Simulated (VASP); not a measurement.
# P (Fmm2) in VASP: a series of runs

Runs on P. Level: PBE. Tasks: single point, relaxation of cell and atoms.

All numbers are computed with VASP 6.6.1; they aren't measurements. Logs are shortened: lines on timing, memory, paths and dates and some standing lists are left out, and cuts for length are marked.

**1. The cell of the first run**

The structure is orthorhombic, space group Fmm2 (No. 42). Conventional cell: a = 3.148 Å, b = 9.179 Å, c = 8.141 Å, α = 90.00°, β = 90.00°, γ = 90.00°. Around P (site symmetry m) lie 3 P at 2.17 to 2.24 Å. P (site symmetry mm2) has 2 P at 2.24 Å as nearest neighbours.

The cell was built by a generator and needn't be a form met in nature.

**2. Single point, PBE (random cell with space group Fmm2 (No. 42))**

The input, INCAR:

```
SYSTEM = P
PREC = Accurate
ENCUT = 520
EDIFF = 1E-6
ISMEAR = 0
SIGMA = 0.1
LREAL = .False.
LASPH = .True.
NELM = 100
ALGO = Fast
ISIF = 2
LWAVE = .False.
LCHARG = .False.
GGA = PE
NBANDS = 14
```

The input, KPOINTS:

```
Automatic mesh
0
Gamma
  16 16 16
  0 0 0
```

The input, POSCAR:

```
P
1.0
    0.0000000000      4.5895271688      4.0703614421
    1.5740265137      0.0000000000      4.0703614421
    1.5740265137      4.5895271688      0.0000000000
P
3
Direct
    0.7133646083      0.3766036658      0.6233963342
    0.3766036658      0.7133646083      0.2866353917
    0.7433617259      0.7433617259      0.2566382741
```

Potentials or basis: VASP PAW PBE potentials, release 64 (P).

Command:

```
cat potpaw_PBE.64/P/POTCAR > POTCAR
mpirun -np 1 vasp_std > vasp.out
```

OUTCAR:

```text
SYSTEM = P
   PREC = Accurate
   ENCUT = 520
   EDIFF = 1E-6
   ISMEAR = 0
   LREAL = .False.
   LASPH = .True.
   NELM = 100
   ISIF = 2
   GGA = PE

 ion  position               nearest neighbor table
   1  0.713  0.377  0.623-   2 2.17   2 2.17   3 2.24
   2  0.377  0.713  0.287-   1 2.17   1 2.17   3 2.24
   3  0.743  0.743  0.257-   1 2.24   2 2.24

  LATTYP: Found a face centered orthorhombic cell.
 ALAT       =     3.1480530274
 B/A-ratio  =     2.5859548150
 C/A-ratio  =     2.9157877131

  Lattice vectors:

 A1 = (  -0.0000000000,   4.5895271688,   4.0703614421)
 A2 = (  -1.5740265137,   4.5895271688,   0.0000000000)
 A3 = (  -1.5740265137,   0.0000000000,   4.0703614421)

Analysis of symmetry for initial positions (statically):
=====================================================================
 Subroutine PRICEL returns:
 Original cell was already a primitive cell.

 Routine SETGRP: Setting up the symmetry group for a
 face centered orthorhombic supercell.

 Subroutine GETGRP returns: Found  4 space group operations
 (whereof  4 operations were pure point group operations)
 out of a pool of  8 trial point group operations.

The static configuration has the point symmetry C_2v.

Analysis of symmetry for dynamics (positions and initial velocities):
=====================================================================
 Subroutine PRICEL returns:
 Original cell was already a primitive cell.

 Routine SETGRP: Setting up the symmetry group for a
 face centered orthorhombic supercell.

 Subroutine GETGRP returns: Found  4 space group operations
 (whereof  4 operations were pure point group operations)
 out of a pool of  8 trial point group operations.

The dynamic configuration has the point symmetry C_2v.

 Subroutine INISYM returns: Found  4 space group operations
 (whereof  4 operations are pure point group operations),
 and found     1 'primitive' translations

----------------------------------------------------------------------------------------

                                     Primitive cell

  volume of cell :      58.8089

  direct lattice vectors                    reciprocal lattice vectors
     0.000000000  4.589527169  4.070361442    -0.317656657  0.108943685  0.122839214
     1.574026514  0.000000000  4.070361442     0.317656657 -0.108943685  0.122839214
     1.574026514  4.589527169  0.000000000     0.317656657  0.108943685 -0.122839214

  length of vectors
     6.134460197  4.364103772  4.851939725     0.357580691  0.357580691  0.357580691

  position of ions in fractional coordinates (direct lattice)
     0.713364608  0.376603666  0.623396334
     0.376603666  0.713364608  0.286635392
     0.743361726  0.743361726  0.256638274

  ion indices of the primitive-cell ions
   primitive index   ion index
                 1           1
                 2           2
                 3           3

----------------------------------------------------------------------------------------

 KPOINTS: Automatic mesh

Automatic generation of k-mesh.
 Grid dimensions read from file:
 generate k-points for:   16   16   16

 Generating k-lattice:

  Cartesian coordinates                     Fractional coordinates (reciprocal lattice)
    -0.019853541  0.006808980  0.007677451     0.062500000  0.000000000  0.000000000
     0.019853541 -0.006808980  0.007677451     0.000000000  0.062500000  0.000000000
     0.019853541  0.006808980 -0.007677451     0.000000000  0.000000000  0.062500000

  Length of vectors
     0.022348793  0.022348793  0.022348793

  Shift w.r.t. Gamma in fractional coordinates (k-lattice)
     0.000000000  0.000000000  0.000000000

 Subroutine IBZKPT returns following result:
 ===========================================

 Found    621 irreducible k-points:

 Following reciprocal coordinates:
            Coordinates               Weight
  0.000000  0.000000  0.000000      1.000000
  0.062500  0.000000  0.000000      8.000000
  0.125000  0.000000  0.000000      8.000000
  0.187500  0.000000  0.000000      8.000000
  0.250000  0.000000  0.000000      8.000000
  0.312500  0.000000 -0.000000      8.000000
[... 16 lines left out ...]
 -0.125000  0.062500  0.000000      8.000000
 -0.062500  0.062500  0.000000      4.000000
 [... further k-points ...]
   k-points           NKPTS =    621   k-points in BZ     NKDIM =    621   number of bands    NBANDS=     14
   number of dos      NEDOS =    301   number of ions     NIONS =      3
   total plane-waves  NPLWV =  55296
   dimension x,y,z NGX =    48 NGY =   32 NGZ =   36
   dimension x,y,z NGXF=    96 NGYF=   64 NGZF=   72
   ions per type =               3
   NGX,Y,Z   is equivalent  to a cutoff of  13.01, 12.19, 12.33 a.u.
   NGXF,Y,Z  is equivalent  to a cutoff of  26.02, 24.38, 24.67 a.u.
 SYSTEM =  P
   PREC   = accura    normal or accurate (medium, high low for compatibility)
   ISTART =      0    job   : 0-new  1-cont  2-samecut
   ICHARG =      2    charge: 1-file 2-atom 10-const
   ISPIN  =      1    spin polarized calculation?
   LNONCOLLINEAR =      F non collinear calculations
   LSORBIT =      F    spin-orbit coupling
   LASPH  =      T    aspherical Exc in radial PAW
   ENCUT  =  520.0 eV  38.22 Ry    6.18 a.u.  11.41  8.11  9.02*2*pi/ulx,y,z
   NELM   =    100;   NELMIN=  2; NELMDL= -5     # of ELM steps
   EDIFF  = 0.1E-05   stopping-criterion for ELM
   LREAL  =      F    real-space projection
   EDIFFG = 0.1E-04   stopping-criterion for IOM
   NSW    =      0    number of steps for IOM
   IBRION =     -1    ionic relax: 0-MD 1-quasi-New 2-CG
   NFREE  =      0    steps in history (QN), initial steepest desc. (CG)
   ISIF   =      2    stress and relaxation
   ISYM   =      2    0-nonsym 1-usesym 2-fastsym
   POTIM  = 0.5000    time-step for ionic-motion
   TEBEG  =    0.0;   TEEND  =   0.0 temperature during run
   PSTRESS=    0.0 pullay stress
   NELECT =      15.0000    total number of electrons
   NUPDOWN=      -1.0000    fix difference up-down
   EMIN   =  10.00;   EMAX   =-10.00  energy-range for DOS
   EFERMI =   0.00;   METHOD = LEGACY
   ISMEAR =     0;   SIGMA  =   0.10  broadening in eV -4-tet -1-fermi 0-gaus
   EFERMI_NEDOS =   21; number of points for ismear=-14 and -15
   IALGO  =     68    algorithm
   IMIX   =      4    mixing-type and parameters
     AMIX     =   0.40;   BMIX     =  1.00
     AMIX_MAG =   1.60;   BMIX_MAG =  1.00
  volume/ion in A,a.u.               =      19.60       132.29
  Fermi-wavevector in a.u.,A,eV,Ry     =   1.038224  1.961958 14.665834  1.077908
  Thomas-Fermi vector in A             =   2.172698
   LORBIT       =      0    0 simple, 1 ext, 2 COOP (PROOUT), +10 PAW based schemes
   GGA     = PE    functional components
   LHFCALC =     F    Hartree Fock is set to
   AEXX    =    0.0000 exact exchange contribution
   IVDW    =     0    specifies the selected vdW correction
   LEPSILON=     F    determine dielectric tensor
   LRPA    =     F    only Hartree local field effects (RPA)
 non-spin polarized calculation
 RMM-DIIS sequential band-by-band and
 Gauss-broadening in eV      SIGMA  =   0.10
  energy-cutoff  :      520.00
  volume of cell :       58.81
 maximum number of plane-waves:      1606
 NGX is ok and might be reduce to    48
   NGX = 23   NGY = 17   NGZ = 19

 number of electron      15.0000000 magnetization

 Free energy of the ion-electron system (eV)
  ---------------------------------------------------
  ext. energy  EPLUGINS =         0.00000000
  ---------------------------------------------------
  free energy    TOTEN  =       -15.36482775 eV

  energy without entropy =      -15.36107940  energy(sigma->0) =      -15.36295357

 E-fermi :   5.6193     XC(G=0):  -9.7315

 val. band max:        5.6154589947   @ k =  -0.3125   0.1875   0.1875
 cond. band min:       5.6194517156   @ k =  -0.3125   0.1250   0.2500
 fundamental gap:      0.0039927209
 Fermi energy:         5.6193271556

 k-point     1 :       0.0000    0.0000    0.0000
  band No.  band energies     occupation
      1      -9.3113      2.00000
      2      -4.3628      2.00000
      3      -2.4994      2.00000
      4       1.3299      2.00000
      5       2.5772      2.00000
      6       3.8383      2.00000
      7       5.3169      1.99998
      8       7.0682      0.00000
      9       7.9593      0.00000
     10       8.6561      0.00000
     11       9.0051      0.00000
     12       9.9323      0.00000
     13      10.3065      0.00000
     14      13.2224      0.00000

 k-point     2 :       0.0625    0.0000    0.0000
  band No.  band energies     occupation
      1      -9.2532      2.00000
      2      -4.3766      2.00000
      3      -2.4263      2.00000
      4       1.3196      2.00000
      5       2.6528      2.00000
      6       3.4248      2.00000
      7       5.2399      2.00000
      8       6.7408      0.00000
      9       8.0000      0.00000
     10       8.8427      0.00000
     11       9.3672      0.00000
     12       9.6776      0.00000
     13      10.5034      0.00000
     14      13.6186      0.00000

 k-point     3 :       0.1250    0.0000    0.0000
  band No.  band energies     occupation
      1      -9.0800      2.00000
      2      -4.4042      2.00000
      3      -2.2390      2.00000
      4       1.3082      2.00000
      5       2.5141      2.00000
      6       2.8420      2.00000
      7       5.0396      2.00000
      8       5.9918      0.00000
      9       8.1174      0.00000
     10       8.9066      0.00000
     11       9.1606      0.00000
     12      10.4959      0.00000
     13      11.0379      0.00000
     14      13.1545      0.00000
[... 324 lines left out ...]
 k-point    23 :      -0.1250    0.0625    0.0000
  band No.  band energies     occupation
      1      -8.8238      2.00000
      2      -4.4003      2.00000
      3      -2.0102      2.00000
      4       1.4053      2.00000
      5       1.7175      2.00000
      6       2.8065      2.00000
      7       4.7890      2.00000
      8       5.3426      1.99991
      9       8.2017      0.00000
     10       8.3098      0.00000
     11       9.0497      0.00000
     12      11.3668      0.00000
     13      11.9053      0.00000
     14      12.3878      0.00000

 k-point    24 :      -0.0625    0.0625    0.0000
  band No.  band energies     occupation
      1      -9.0948      2.00000
      2      -4.3880      2.00000
      3      -2.2418      2.00000
      4       1.4763      2.00000
      5       2.5235      2.00000
      6       2.6666      2.00000
      7       5.1444      2.00000
      8       6.0309      0.00000
      9       8.1511      0.00000
     10       8.8208      0.00000
     11       9.0449      0.00000
     12      10.5028      0.00000
     13      10.8826      0.00000
     14      13.0712      0.00000

 [... further k-points ...]

------------------------ aborting loop because EDIFF is reached ----------------------------------------

  FORCE on cell =-STRESS in cart. coord.  units (eV):
  Direction    XX          YY          ZZ          XY          YZ          ZX
  --------------------------------------------------------------------------------------
  -------------------------------------------------------------------------------------
  Total       -0.0787356     -0.1509357     -0.0516640      0.0000000      0.0000000      0.0000000
  in kB       -2.1450560     -4.1120607     -1.4075242      0.0000000      0.0000000      0.0000000
  external PRESSURE =      -2.5548803 kB  Pullay stress =       0.0000000 kB

 VOLUME and BASIS-vectors are now :
 -----------------------------------------------------------------------------
  energy-cutoff  :      520.00
  volume of cell :       58.81
      direct lattice vectors                 reciprocal lattice vectors
     0.000000000  4.589527169  4.070361442    -0.317656657  0.108943685  0.122839214
     1.574026514  0.000000000  4.070361442     0.317656657 -0.108943685  0.122839214
     1.574026514  4.589527169  0.000000000     0.317656657  0.108943685 -0.122839214

 POSITION                                       TOTAL-FORCE (eV/Angst)
 -----------------------------------------------------------------------------------
      1.57403      6.13510      4.43656         0.000000      0.029846      0.024815
      1.57403      3.04395      4.43656         0.000000     -0.029846      0.024815
      1.57403      4.58953      6.05150         0.000000      0.000000     -0.049630
 -----------------------------------------------------------------------------------
    total drift:                               -0.000000     -0.000000     -0.000711

  FREE ENERGIE OF THE ION-ELECTRON SYSTEM (eV)
  ---------------------------------------------------
  free  energy   TOTEN  =       -15.3648277518 eV

  energy  without entropy=      -15.3610793979  energy(sigma->0) =      -15.36295357
```

Run time: 10 min. Hardware: 1 thread of AMD EPYC 7R13 (Zen 3), shared host; peak memory 0.47 GiB.

Results:

- Free energy: -15.3648 eV
- Pressure: -0.3 GPa
- Largest force: 0.050 eV/Å
- Band gap on the k mesh: none (metal or under the smearing width)

Forces on the atoms (eV/Å):
```
P    0.000  0.030  0.025
P    0.000 -0.030  0.025
P    0.000  0.000 -0.050
```

Levels at points of the mesh, in eV from the Fermi level:
```
           k point  band 5  band 6  band 7  band 8  band 9  band 10  band 11  band 12
(0.00, 0.00, 0.00)   -3.04   -1.78   -0.30    1.45    2.34     3.04     3.39     4.31
(0.50, 0.00, 0.00)   -4.13   -3.44   -1.70   -0.50    1.07     2.45     4.27     4.68
(0.50, 0.50, 0.00)   -2.67   -2.50   -1.89    0.86    2.98     4.64     6.29     6.31
(0.50, 0.00, 0.50)   -2.69   -2.08   -1.75    1.81    2.12     2.37     3.67     5.03
(0.00, 0.50, 0.50)   -2.32   -1.12    1.24    2.36    2.44     3.47     3.51     4.77
```

(Part 1 of 2 ends here.)
